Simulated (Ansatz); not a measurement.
## Residual resistivity of an alloy: Os(0001) with 2 layers of random Os-Nb, 2x2

Wanted: resistance against the alloy's length, first Os(0001) with 2 layers of random Os-Nb, 2x2.

Calculated with Ansatz 0.2.0; Ansatz plane-wave DFT, PBE, PAW files; ballistic transport by layer matching (Landauer), zero bias; PAW set soft_1.

## Step 1: The starting structure

The cell holds 48 atoms: 47 Os and 1 Nb. Cell: a = 5.468 Å, b = 5.468 Å, c = 25.918 Å, α = 90.0°, β = 90.0°, γ = 120.0°. It derives from Os. Regions: lead, 40 atoms (40 Os); scattering region, 8 atoms (7 Os and 1 Nb). The structure is stacked along c, and the current runs across the ab planes.

## Step 2: With 2 alloy layers

In 2 layers a share of 0.125 of the sites is given to Nb at random. The layers about the cell's end stay perfect and serve as the lead. Energies from -0.05 to 0.05 eV in steps of 0.05 eV are too few for the program's thermal sum, so it prints no conductance; for a metal the transmission near the Fermi level serves, at a fraction of the cost.

The input, input.yaml:

```yaml
crystal:
  lattice:
    - [5.4682, 0.0, 0.0]
    - [-2.7341, 4.735600113, 0.0]
    - [0.0, 0.0, 25.9182]
  atoms:
    - { symbol: Os, position: [0.1666666667, 0.3333333333, 0.0416666667] }
    - { symbol: Os, position: [0.1666666667, 0.8333333333, 0.0416666667] }
    - { symbol: Os, position: [0.6666666667, 0.3333333333, 0.0416666667] }
    - { symbol: Os, position: [0.6666666667, 0.8333333333, 0.0416666667] }
    - { symbol: Os, position: [0.3333333333, 0.1666666667, 0.125] }
    - { symbol: Os, position: [0.3333333333, 0.6666666667, 0.125] }
    - { symbol: Os, position: [0.8333333333, 0.1666666667, 0.125] }
    - { symbol: Os, position: [0.8333333333, 0.6666666667, 0.125] }
    - { symbol: Os, position: [0.1666666667, 0.3333333333, 0.2083333333] }
    - { symbol: Os, position: [0.1666666667, 0.8333333333, 0.2083333333] }
    - { symbol: Os, position: [0.6666666667, 0.3333333333, 0.2083333333] }
    - { symbol: Os, position: [0.6666666667, 0.8333333333, 0.2083333333] }
    - { symbol: Os, position: [0.3333333333, 0.1666666667, 0.2916666667] }
    - { symbol: Os, position: [0.3333333333, 0.6666666667, 0.2916666667] }
    - { symbol: Os, position: [0.8333333333, 0.1666666667, 0.2916666667] }
    - { symbol: Os, position: [0.8333333333, 0.6666666667, 0.2916666667] }
    - { symbol: Os, position: [0.1666666667, 0.3333333333, 0.375] }
    - { symbol: Os, position: [0.1666666667, 0.8333333333, 0.375] }
    - { symbol: Os, position: [0.6666666667, 0.3333333333, 0.375] }
    - { symbol: Os, position: [0.6666666667, 0.8333333333, 0.375] }
    - { symbol: Os, position: [0.3333333333, 0.1666666667, 0.4583333333] }
    - { symbol: Os, position: [0.3333333333, 0.6666666667, 0.4583333333] }
    - { symbol: Os, position: [0.8333333333, 0.1666666667, 0.4583333333] }
    - { symbol: Os, position: [0.8333333333, 0.6666666667, 0.4583333333] }
    - { symbol: Os, position: [0.1666666667, 0.3333333333, 0.5416666667] }
    - { symbol: Os, position: [0.1666666667, 0.8333333333, 0.5416666667] }
    - { symbol: Nb, position: [0.6666666667, 0.3333333333, 0.5416666667] }
    - { symbol: Os, position: [0.6666666667, 0.8333333333, 0.5416666667] }
    - { symbol: Os, position: [0.3333333333, 0.1666666667, 0.625] }
    - { symbol: Os, position: [0.3333333333, 0.6666666667, 0.625] }
    - { symbol: Os, position: [0.8333333333, 0.1666666667, 0.625] }
    - { symbol: Os, position: [0.8333333333, 0.6666666667, 0.625] }
    - { symbol: Os, position: [0.1666666667, 0.3333333333, 0.7083333333] }
    - { symbol: Os, position: [0.1666666667, 0.8333333333, 0.7083333333] }
    - { symbol: Os, position: [0.6666666667, 0.3333333333, 0.7083333333] }
    - { symbol: Os, position: [0.6666666667, 0.8333333333, 0.7083333333] }
    - { symbol: Os, position: [0.3333333333, 0.1666666667, 0.7916666667] }
    - { symbol: Os, position: [0.3333333333, 0.6666666667, 0.7916666667] }
    - { symbol: Os, position: [0.8333333333, 0.1666666667, 0.7916666667] }
    - { symbol: Os, position: [0.8333333333, 0.6666666667, 0.7916666667] }
    - { symbol: Os, position: [0.1666666667, 0.3333333333, 0.875] }
    - { symbol: Os, position: [0.1666666667, 0.8333333333, 0.875] }
    - { symbol: Os, position: [0.6666666667, 0.3333333333, 0.875] }
    - { symbol: Os, position: [0.6666666667, 0.8333333333, 0.875] }
    - { symbol: Os, position: [0.3333333333, 0.1666666667, 0.9583333333] }
    - { symbol: Os, position: [0.3333333333, 0.6666666667, 0.9583333333] }
    - { symbol: Os, position: [0.8333333333, 0.1666666667, 0.9583333333] }
    - { symbol: Os, position: [0.8333333333, 0.6666666667, 0.9583333333] }
kpoints:
  mp_grid: { grid: [5, 5, 1] }
hamiltonian:
  xc: pbe
  pseudopotentials: { kind: paw, azcp: { folder: soft_1 } }
scf:
  occupations: { method: fermi_dirac, width: 0.1 }
output:
  transmission:
    leads: [[0, 8]]
    kmesh: [10, 10]
    e_range: [-0.05, 0.05]
    de: 0.05
  write_potential: true
  write_density: true
  volumetric_format: npy
```

Command:

```console
$ ansatz run input.yaml --threads 4 --pin off --max-ram 15360MiB --backend cpu --events-out ev --progress --plain --runs-dir out
```

Numbers of over 12 decimals in the logs are rounded to 6 here.

The program printed:

```text
Engine: ansatz 0.2.0, aarch64-unknown-linux-gnu
Pseudopotentials: kind: paw
Pseudopotential: Os, paw, valence charge 16, recommended cutoff 420 eV (normal), soft_1/Os.paw.azcp
Pseudopotential: Nb, paw, valence charge 13, recommended cutoff 420 eV (normal), soft_1/Nb.paw.azcp
Functional definition: PBE
  parameter kappa = 0.804
  parameter beta = 0.066725
  exchange = pbe_x(kappa = kappa, mu = beta*pi^2/3)
  correlation = pbe_c(beta = beta)
Crystal: 48 atoms, lattice volume = 671.157 Å³
Basis set: ecut = 420 eV, 13017 PW (Γ)
Bands: 459, of which v1, the nominal top of the filled ones, is band 383 counted from 1 (382 counted from 0)
Symmetry: 12 space group operations
Space group: P-6m2 (ITA 187), of the structure as read, at distance tolerance 8.8e-5 Å
k-points: 5 of 25 (time reversal used)
Non-local potential: Os, projectors of the file, l = 0: 3, l = 1: 2, l = 2: 2, l = 3: 1
Non-local potential: Nb, projectors of the file, l = 0: 3, l = 1: 2, l = 2: 2, l = 3: 1
PAW form: soft (Blöchl's): semilocal exchange-correlation on the pseudo side does not see the compensation charge
PAW one-centre angular grid: Os, 590 points (default); XC on 64 Gauss nodes
PAW one-centre angular grid: Nb, 590 points (default); XC on 64 Gauss nodes
Initial density: superposition of atomic densities (chi_scale 0.1, normalization cell, long waves of neutral atoms (reshape's long-wave potential 2.30 eV rms, cloud 3.08 Å wide))
Initial wavefunctions: pseudopotential atomic-orbital guess
Functional: x = pbe(κ = 0.804, μ = 0.219515), c = pbe(β = 0.066725)
SCF iter   1: F=—  HF=-539701.312414 eV  |F-HF|=—  |Δ(HF+E_count)|=         —  Δρ=6.82e-2  dr2=1.37e2  ethr=3.10e-3  ⟨swp⟩=5.2  Hψ=7592  notcnv=0  defer=3
preconditioner: auto → Kerker (q_TF=auto, 2.788 Å⁻¹)  [metal: Δε(μ)=0.015 eV  Ē_g=6.230 eV  σ=0.100 eV  W_gap=0.04  n_scr=268 (ndim 8)  ℏωp=28.0 eV  f_vac=0.000  D(μ)=28.59/eV (n_scr^D=268)]
SCF iter   2: F=—  HF=-539693.788612 eV  |F-HF|=—  |Δ(HF+E_count)|=    7.52e0  Δρ=3.82e-2  dr2=6.10e1  ethr=3.10e-3  ⟨swp⟩=2.6  Hψ=3493  notcnv=0  defer=37
SCF iter   3: F=—  HF=-539690.658657 eV  |F-HF|=—  |Δ(HF+E_count)|=    3.13e0  Δρ=5.08e-3  dr2=2.97e0  ethr=3.10e-3  ⟨swp⟩=2.4  Hψ=3388  notcnv=0  defer=37
SCF iter   4: F=—  HF=-539690.554556 eV  |F-HF|=—  |Δ(HF+E_count)|=   1.04e-1  Δρ=1.38e-3  dr2=2.56e-1  ethr=3.88e-4  ⟨swp⟩=1.2  Hψ=2644  notcnv=0  defer=35
SCF iter   5: F=—  HF=-539690.549634 eV  |F-HF|=—  |Δ(HF+E_count)|=   4.92e-3  Δρ=5.19e-4  dr2=5.78e-3  ethr=3.34e-5  ⟨swp⟩=1.0  Hψ=2260  notcnv=0  defer=35
SCF iter   6: F=—  HF=-539690.549117 eV  |F-HF|=—  |Δ(HF+E_count)|=   5.18e-4  Δρ=1.00e-4  dr2=8.04e-4  ethr=7.56e-7  ⟨swp⟩=2.4  Hψ=3049  notcnv=0  defer=35
SCF iter   7: F=—  HF=-539690.549101 eV  |F-HF|=—  |Δ(HF+E_count)|=   1.52e-5  Δρ=2.33e-5  dr2=4.55e-5  ethr=1.05e-7  ⟨swp⟩=1.0  Hψ=2260  notcnv=0  defer=35
SCF iter   8: F=—  HF=-539690.550488 eV  |F-HF|=—  |Δ(HF+E_count)|=   1.39e-3  Δρ=5.63e-6  dr2=4.02e-6  ethr=5.95e-9  ⟨swp⟩=1.2  Hψ=2268  notcnv=0  defer=35
SCF iter   9: F=—  HF=-539690.550488 eV  |F-HF|=—  |Δ(HF+E_count)|=   6.72e-8  Δρ=1.84e-6  dr2=1.69e-7  ethr=5.25e-10  ⟨swp⟩=1.0  Hψ=2260  notcnv=0  defer=35
SCF iter  10: F=-539690.550488 eV  HF=-539690.550488 eV  |F-HF|=5.47e-9  |Δ(HF+E_count)|=   9.78e-9  Δρ=4.08e-7  dr2=6.17e-9  ethr=1.31e-11  ⟨swp⟩=7.4  Hψ=4583  notcnv=0
SCF 1 converged in 10 iterations: F = -539690.550488 eV  dr2 = 6.17e-9
  greatest PAW one-centre occupation: 1.000 electrons in one spin orbital (limit 2), on the Os atom at site 29 (counted from 0), in its partial waves of l = 0
transmission: 68 of 672 steps passed
transmission: 137 of 672 steps passed
[...]
transmission: 672 of 672 steps passed
SCF converged after 10 iterations
Free energy (F): -539690.550488 eV
Harris-Foulkes:  -539690.550488 eV  (|F-HF|=5.47e-9)
Internal energy: -539689.461022 eV  (E = F + TS)
E sigma→0 (E₀):  -539690.005755 eV
Entropy (-TS):   -1.089466 eV (-22.697 meV/atom)
Fermi energy:    25.972922 eV
--- Per-component energies (eV) ---
  E_band       = -3045.935512
  E_kinetic    = 23533.189857
  E_local      = -43479.620114  (includes V_loc(G=0)·N_el)
  E_nonlocal   = 9310.061616
  E_hartree    = 15622.024635
  E_xc         = -11175.720806
  E_vxc        = -11798.265835  (∫ρ·V_xc dr)
  E_paw        = -428299.961612  (= ΣΔE_a)
  E_vpaw       = -11855.367569  (= ΣTr[D̂ρ^β])
  E_aug_tail   = 0.020643  (compensation charges beyond the density's cutoff)
  E_ewald      = -105199.455242
  E_smearing   = -1.089466  (= −TS)
  E_closure    = -0.000000  (closes the sum)
  Σ components = -539690.550488   (vs F -539690.550488, Δ=0.00e0)
--- Band table (eV; the first three rows and the last of 5) ---
  k-point 0: bands = [... 379 lower, 26.6893, 26.6908, 26.6908, 26.8454, 26.8689, 26.8689, 26.9217, 26.9217, ... 72 higher]
  k-point 1: bands = [... 379 lower, 26.1478, 26.1669, 26.2265, 26.2551, 26.2855, 26.3407, 26.8573, 26.9162, ... 72 higher]
  k-point 2: bands = [... 379 lower, 25.6534, 25.7517, 25.7841, 25.8122, 25.8144, 25.8900, 26.0069, 26.0368, ... 72 higher]
  k-point 4: bands = [... 379 lower, 25.5451, 25.6164, 25.7013, 25.7210, 25.7708, 25.8262, 25.8425, 25.9526, ... 72 higher]
--- Transmission ---
  basis      : 223 plane waves across, 48 finite elements along
  points     : 14, standing for a mesh of 10 x 10
  energies   : 3 from -0.050000 to 0.050000 eV about the Fermi level, 0.050000 eV apart; the leads are filled to 0.000000 eV, and channels, transmission and decay are at 0.000000 eV
  crystal 0  : Os8, at the sites [0, 8], period 4.3197 Å, over 23.76 Å; its Hamiltonian steps by up to 11.3 meV
    offset         : up to 0.0000 Å between an atom of the period and one for which it stands
    channels       : 4.550000e0 a spin
    conductance    : none, the energies end too early or step too widely for 300 K: set another output.transmission.e_range or a lower de, or, where they end at an eighth of basis.ecutwfc, a higher one
  junction   : crystal 0 to crystal 0, 1.46 to 23.06 Å
    transmission   : 3.638902e0 a spin
    conductance    : none, the energies end too early or step too widely for 300 K: set another output.transmission.e_range or a lower de, or, where they end at an eighth of basis.ecutwfc, a higher one
```

Run time: 3.2 min. Hardware: 4 threads of Arm Neoverse V1, shared host; peak memory 5.6 GiB; 12 min of CPU time.

The column dr2 measures how far the density is from self-consistency, as an energy; F and HF (Harris–Foulkes) agree once it is small.

This step gave:

| Quantity | Value |
| --- | --- |
| free energy | -539690.5505 eV |
| energy at zero smearing | -539690.0058 eV |
| Fermi energy | 25.97 eV |
| cell area | 25.90 Å² |
| transmission per spin nearest the Fermi level | 3.639 |
| open channels per spin nearest the Fermi level | 4.55 |
| step of the lead's potential | 11.3 meV |

Per spin. Table of transmission, zone mean by energy, zero at the Fermi level:

| energy (eV) | transmission, zone mean |
| --- | --- |
| -0.0500 | 3.78 |
| 0.0000 | 3.64 |
| 0.0500 | 3.71 |

Per spin. Table of open channels, zone mean, lead by energy, zero at the Fermi level:

| energy (eV) | open channels, zone mean, lead |
| --- | --- |
| -0.0500 | 4.74 |
| 0.0000 | 4.55 |
| 0.0500 | 4.51 |

Transmission over k1 and k2. At 0.0000 eV from the Fermi level.

Ten even steps from '_' (1.64) to '@' (9.76):
```
__::------::________
__------------______
__------::------____
__----::----::----__
==::------@@------::
____----::----::----
______------::------
________------------
__________::------::
==________==________
```
Columns: k1 (b1) from -0.5 to 0.4; rows upwards: k2 (b2) from -0.5 to 0.4.

Open channels over k1 and k2. At 0.0000 eV from the Fermi level.

Ten even steps from '0' (2.0) to '9' (11.0):
```
2333332101
1333333100
1333333311
2333553332
4333595333
2233355333
1113333333
1001333333
2101233333
4211242112
```
Columns: k1 (b1) from -0.5 to 0.4; rows upwards: k2 (b2) from -0.5 to 0.4.

Over the solved energies the transmission per spin lies between 3.64 and 3.78, out of 4.6 channels of the lead on average (up to 4.74).

## Step 3: With 6 alloy layers

In 6 layers a share of 0.125 of the sites is given to Nb at random. A fresh draw is used; the growth of the resistance with length is what counts.

System of this step: Os(0001) with 6 layers of random Os-Nb, 2x2. The cell holds 64 atoms: 61 Os and 3 Nb. Cell: a = 5.468 Å, b = 5.468 Å, c = 34.558 Å, α = 90.0°, β = 90.0°, γ = 120.0°. It derives from Os. Regions: lead, 40 atoms (40 Os); scattering region, 24 atoms (21 Os and 3 Nb). The structure is stacked along c, and the current runs across the ab planes.

The input, input.yaml:

```yaml
crystal:
  lattice:
    - [5.4682, 0.0, 0.0]
    - [-2.7341, 4.735600113, 0.0]
    - [0.0, 0.0, 34.5576]
  atoms:
    - { symbol: Os, position: [0.1666666667, 0.3333333333, 0.03125] }
    - { symbol: Os, position: [0.1666666667, 0.8333333333, 0.03125] }
    - { symbol: Os, position: [0.6666666667, 0.3333333333, 0.03125] }
    - { symbol: Os, position: [0.6666666667, 0.8333333333, 0.03125] }
    - { symbol: Os, position: [0.3333333333, 0.1666666667, 0.09375] }
    - { symbol: Os, position: [0.3333333333, 0.6666666667, 0.09375] }
    - { symbol: Os, position: [0.8333333333, 0.1666666667, 0.09375] }
    - { symbol: Os, position: [0.8333333333, 0.6666666667, 0.09375] }
    - { symbol: Os, position: [0.1666666667, 0.3333333333, 0.15625] }
    - { symbol: Os, position: [0.1666666667, 0.8333333333, 0.15625] }
    - { symbol: Os, position: [0.6666666667, 0.3333333333, 0.15625] }
    - { symbol: Os, position: [0.6666666667, 0.8333333333, 0.15625] }
    - { symbol: Os, position: [0.3333333333, 0.1666666667, 0.21875] }
    - { symbol: Os, position: [0.3333333333, 0.6666666667, 0.21875] }
    - { symbol: Os, position: [0.8333333333, 0.1666666667, 0.21875] }
    - { symbol: Os, position: [0.8333333333, 0.6666666667, 0.21875] }
    - { symbol: Os, position: [0.1666666667, 0.3333333333, 0.28125] }
    - { symbol: Os, position: [0.1666666667, 0.8333333333, 0.28125] }
    - { symbol: Os, position: [0.6666666667, 0.3333333333, 0.28125] }
    - { symbol: Os, position: [0.6666666667, 0.8333333333, 0.28125] }
    - { symbol: Os, position: [0.3333333333, 0.1666666667, 0.34375] }
    - { symbol: Nb, position: [0.3333333333, 0.6666666667, 0.34375] }
    - { symbol: Os, position: [0.8333333333, 0.1666666667, 0.34375] }
    - { symbol: Os, position: [0.8333333333, 0.6666666667, 0.34375] }
    - { symbol: Os, position: [0.1666666667, 0.3333333333, 0.40625] }
    - { symbol: Os, position: [0.1666666667, 0.8333333333, 0.40625] }
    - { symbol: Os, position: [0.6666666667, 0.3333333333, 0.40625] }
    - { symbol: Os, position: [0.6666666667, 0.8333333333, 0.40625] }
    - { symbol: Nb, position: [0.3333333333, 0.1666666667, 0.46875] }
    - { symbol: Os, position: [0.3333333333, 0.6666666667, 0.46875] }
    - { symbol: Os, position: [0.8333333333, 0.1666666667, 0.46875] }
    - { symbol: Os, position: [0.8333333333, 0.6666666667, 0.46875] }
    - { symbol: Os, position: [0.1666666667, 0.3333333333, 0.53125] }
    - { symbol: Nb, position: [0.1666666667, 0.8333333333, 0.53125] }
    - { symbol: Os, position: [0.6666666667, 0.3333333333, 0.53125] }
    - { symbol: Os, position: [0.6666666667, 0.8333333333, 0.53125] }
    - { symbol: Os, position: [0.3333333333, 0.1666666667, 0.59375] }
    - { symbol: Os, position: [0.3333333333, 0.6666666667, 0.59375] }
    - { symbol: Os, position: [0.8333333333, 0.1666666667, 0.59375] }
    - { symbol: Os, position: [0.8333333333, 0.6666666667, 0.59375] }
    - { symbol: Os, position: [0.1666666667, 0.3333333333, 0.65625] }
    - { symbol: Os, position: [0.1666666667, 0.8333333333, 0.65625] }
    - { symbol: Os, position: [0.6666666667, 0.3333333333, 0.65625] }
    - { symbol: Os, position: [0.6666666667, 0.8333333333, 0.65625] }
    - { symbol: Os, position: [0.3333333333, 0.1666666667, 0.71875] }
    - { symbol: Os, position: [0.3333333333, 0.6666666667, 0.71875] }
    - { symbol: Os, position: [0.8333333333, 0.1666666667, 0.71875] }
    - { symbol: Os, position: [0.8333333333, 0.6666666667, 0.71875] }
    - { symbol: Os, position: [0.1666666667, 0.3333333333, 0.78125] }
    - { symbol: Os, position: [0.1666666667, 0.8333333333, 0.78125] }
    - { symbol: Os, position: [0.6666666667, 0.3333333333, 0.78125] }
    - { symbol: Os, position: [0.6666666667, 0.8333333333, 0.78125] }
    - { symbol: Os, position: [0.3333333333, 0.1666666667, 0.84375] }
    - { symbol: Os, position: [0.3333333333, 0.6666666667, 0.84375] }
    - { symbol: Os, position: [0.8333333333, 0.1666666667, 0.84375] }
    - { symbol: Os, position: [0.8333333333, 0.6666666667, 0.84375] }
    - { symbol: Os, position: [0.1666666667, 0.3333333333, 0.90625] }
    - { symbol: Os, position: [0.1666666667, 0.8333333333, 0.90625] }
    - { symbol: Os, position: [0.6666666667, 0.3333333333, 0.90625] }
    - { symbol: Os, position: [0.6666666667, 0.8333333333, 0.90625] }
    - { symbol: Os, position: [0.3333333333, 0.1666666667, 0.96875] }
    - { symbol: Os, position: [0.3333333333, 0.6666666667, 0.96875] }
    - { symbol: Os, position: [0.8333333333, 0.1666666667, 0.96875] }
    - { symbol: Os, position: [0.8333333333, 0.6666666667, 0.96875] }
kpoints:
  mp_grid: { grid: [5, 5, 1] }
hamiltonian:
  xc: pbe
  pseudopotentials: { kind: paw, azcp: { folder: soft_1 } }
scf:
  occupations: { method: fermi_dirac, width: 0.1 }
output:
  transmission:
    leads: [[0, 8]]
    kmesh: [10, 10]
    e_range: [-0.05, 0.05]
    de: 0.05
  write_potential: true
  write_density: true
  volumetric_format: npy
```

The program printed:

```text
[...]
Crystal: 64 atoms, lattice volume = 894.876 Å³
Basis set: ecut = 420 eV, 17377 PW (Γ)
Bands: 609, of which v1, the nominal top of the filled ones, is band 508 counted from 1 (507 counted from 0)
Symmetry: 1 space group operations
[...]
k-points: 13 of 25 (time reversal used)
[...]
SCF iter   1: F=—  HF=-708216.724902 eV  |F-HF|=—  |Δ(HF+E_count)|=         —  Δρ=7.47e-2  dr2=5.66e2  ethr=3.10e-3  ⟨swp⟩=5.2  Hψ=25282  notcnv=0  defer=24
[...]
SCF iter  10: F=-708198.436771 eV  HF=-708198.436771 eV  |F-HF|=3.10e-8  |Δ(HF+E_count)|=   1.71e-8  Δρ=4.37e-7  dr2=3.19e-8  ethr=9.85e-12  ⟨swp⟩=7.9  Hψ=16512  notcnv=0
SCF 1 converged in 10 iterations: F = -708198.436771 eV  dr2 = 3.19e-8
[...]
transmission: 334 of 3328 steps passed
transmission: 666 of 3328 steps passed
[...]
transmission: 3328 of 3328 steps passed
SCF converged after 10 iterations
Free energy (F): -708198.436771 eV
[...]
Internal energy: -708197.095742 eV  (E = F + TS)
E sigma→0 (E₀):  -708197.766257 eV
Entropy (-TS):   -1.341029 eV (-20.954 meV/atom)
Fermi energy:    25.909579 eV
[...]
--- Band table (eV; the first three rows and the last of 13) ---
  k-point 0: bands = [... 504 lower, 26.4414, 26.7659, 26.8184, 26.8968, 26.9075, 26.9124, 26.9536, 26.9908, ... 97 higher]
  k-point 1: bands = [... 504 lower, 26.1067, 26.1481, 26.1828, 26.2082, 26.2626, 26.3172, 26.4327, 26.8091, ... 97 higher]
  k-point 2: bands = [... 504 lower, 25.5321, 25.6998, 25.7182, 25.7314, 25.7731, 25.7824, 25.8986, 25.9129, ... 97 higher]
  k-point 12: bands = [... 504 lower, 25.7073, 25.7450, 25.8283, 25.9727, 25.9889, 26.0081, 26.0143, 26.0584, ... 97 higher]
--- Transmission ---
  basis      : 223 plane waves across, 64 finite elements along
  points     : 52, standing for a mesh of 10 x 10
[...]
channels       : 4.550000e0 a spin
[...]
junction   : crystal 0 to crystal 0, -1.46 to 28.78 Å
    transmission   : 2.813020e0 a spin
[...]
```

Wall time 18 min (4 threads); peak memory 10 GiB; 66 min of CPU time.

Numbers from this step:

| Property | Result |
| --- | --- |
| free energy | -708198.4368 eV |
| energy at zero smearing | -708197.7663 eV |
| Fermi energy | 25.91 eV |
| transmission per spin nearest the Fermi level | 2.813 |
| step of the lead's potential | 12.7 meV |

Per spin. Table of transmission, zone mean by energy, zero at the Fermi level:

| energy (eV) | transmission, zone mean |
| --- | --- |
| -0.0500 | 2.80 |
| 0.0000 | 2.81 |
| 0.0500 | 2.80 |

Over the solved energies the transmission per spin lies between 2.80 and 2.81, out of 4.53 channels of the lead on average (up to 4.55).

(Continued in part 2 of 2.)

[Logs are printed without paths, hosts, clocks, repeated set-up lines and the standing remarks that a program may print on its own settings, such as how far it seeks lower states.]

[Hosts, paths, dates, database ids (printed as entryN), source tags and the programs' standing remarks are cut or masked in the printed files.]
